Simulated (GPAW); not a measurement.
Runs of GPAW 26.7.0 on Te. The structure is trigonal, space group P3_121 (No. 152). The conventional cell has a = 4.454 Å, b = 4.454 Å, c = 5.924 Å, α = 90.00°, β = 90.00°, γ = 120.00°. Te (site symmetry 2) is surrounded by 2 Te at 2.86 Å. 

```tsv
task	level	potentials or basis	cell	optimizer	fmax	max steps	convergence	band path	gap on the mesh (eV)	pressure (GPa)	relaxed volume (Å³/atom)	largest force (eV/Å)
relaxation of cell and atoms	RPBE+D4	the program's PAW data sets (release 1.2.1) made for this functional, pw	relaxed	LBFGS	0.02 eV/Å	40	density=1e-05 forces=0.0001	-	(b)	0.0	30.49	-
relaxation of cell and atoms	RPBE+D3(BJ)	the program's PAW data sets (release 1.2.1) made for this functional, pw	relaxed	BFGS	0.02 eV/Å	60	density=1e-05 forces=0.0001	-	(c)	0.0	(a)	0.02
band structure	r2SCAN	GPAW PAW data sets (gpaw-data 1.2.1), pw	as given	-	-	-	-	GMKGALHA,LM,KH	-	0.5	-	0.11
relaxation of cell and atoms	BLYP	PAW data sets generated in the run's folder for this functional, pw	relaxed	BFGS	0.05 eV/Å	60	density=1e-05 forces=0.0001	-	1.12	0.1	46.15	0.01
band structure	BLYP	PAW data sets generated in the run's folder for this functional, pw	as given	-	-	-	-	GMKGALHA,LM,KH	-	4.7	-	0.18
```

Alike in all rows: no spin polarisation; k mesh 7 × 7 × 5; cutoff (eV) 600; smearing fermi-dirac 0.05 eV.

Q: Estimate the missing entries.

A: (a) 20.17; (b) 0.48; (c) none.

Caveats: spin-orbit coupling is left out, which moves the levels of the heavy elements (some runs); later steps reuse the first step's grids (some runs); an odd mesh through Γ misses points on the zone boundary, where band edges often lie (some runs); the volume moved by over 15 % at a fixed basis, so the end points are rough (some runs); the volume moved by -10 % from the deposited cell, more than functionals usually miss (some runs); the volume moved by -41 % from the deposited cell, more than functionals usually miss (some runs); pairwise dispersion overbinds metals, which lowers pressure and volume (some runs).

A k mesh can miss the band edges, and the runs leave out spin-orbit coupling on Te.

Runs at the PBE level aren't shown here.
